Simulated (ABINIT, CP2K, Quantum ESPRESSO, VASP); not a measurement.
# AlN: equilibrium volume by level of theory

The structure is hexagonal, space group P6_3mc (No. 186). The conventional cell has a = 3.113 Å, b = 3.113 Å, c = 4.981 Å, α = 90.00°, β = 90.00°, γ = 120.00°. Al (site symmetry 3m) is surrounded by 4 N at 1.89 Å. Around N (site symmetry 3m) lie 4 Al at 1.89 Å.

| rung | level | program and potentials | cutoff (eV) | k mesh | equilibrium volume (Å³/atom) | notes |
| --- | --- | --- | --- | --- | --- | --- |
| LDA | LDA | ABINIT, PseudoDojo NC SR LDA v0.4.1 standard | 1143 | 8 × 8 × 5 | 10.15 | - |
| LDA | LDA | VASP, LDA PAW files Al, N, 600 eV | 600 | 7 × 7 × 5 | 10.23 | - |
| GGA | AM05 | VASP, PBE PAW files Al, N, 600 eV | 600 | 7 × 7 × 5 | 10.45 | potentials made for PBE |
| GGA + dispersion | AM05+D4 | Quantum ESPRESSO, PseudoDojo 0.4.1 SR PBE standard | 1143 | 10 × 10 × 6 | 10.36 | potentials made for PBE |
| GGA | PBE | ABINIT, PseudoDojo NC SR PBE v0.4.1 standard | 980 | 8 × 8 × 4 | 10.63 | - |
| GGA | PBE | VASP, PBE PAW files Al, N, 600 eV | 600 | 7 × 7 × 5 | 10.62 | - |
| GGA | PBEsol | ABINIT, JTH PAW PBE v2.0 | 707 | 8 × 8 × 4 | 10.52 | potentials made for PBE |
| GGA | PBEsol | ABINIT, PseudoDojo NC SR PBEsol v0.4.1 standard | 980 | 8 × 8 × 4 | 10.46 | - |
| GGA | PBEsol | CP2K, POTENTIAL_UZH Al GTH-PBE-q3, N GTH-PBE-q5; TZVP-MOLOPT-PBE-GTH basis | - | 8 × 8 × 4 | 10.57 | atomic basis; potentials made for PBE |
| GGA | RPBE | VASP, PBE PAW files Al, N, 600 eV | 600 | 7 × 7 × 5 | 10.80 | potentials made for PBE |
| non-local van der Waals functional | optB88-vdW | VASP, PBE PAW files Al, N, 600 eV | 600 | 7 × 7 × 5 | 10.56 | potentials made for PBE |
| meta-GGA | SCAN | VASP, PBE PAW files Al, N, 600 eV | 600 | 7 × 7 × 5 | 10.35 | potentials made for PBE |

Task: relaxation of cell and atoms. All rows: no spin polarisation. Meshes differ between rows, which moves values too. Meshes are those of the run's cell of 4 atoms unless a note names another. Relaxations start from the cell shown or near it and stop with a little pressure left. Runs on faulty files, with rough fits or with known faults for this quantity aren't shown. No row holds spin-orbit coupling.

By rung: LDA 10.15 to 10.23; GGA 10.45 to 10.80; GGA + dispersion 10.36; non-local van der Waals functional 10.56; meta-GGA 10.35; GGA in atomic bases 10.57 (Å³/atom).
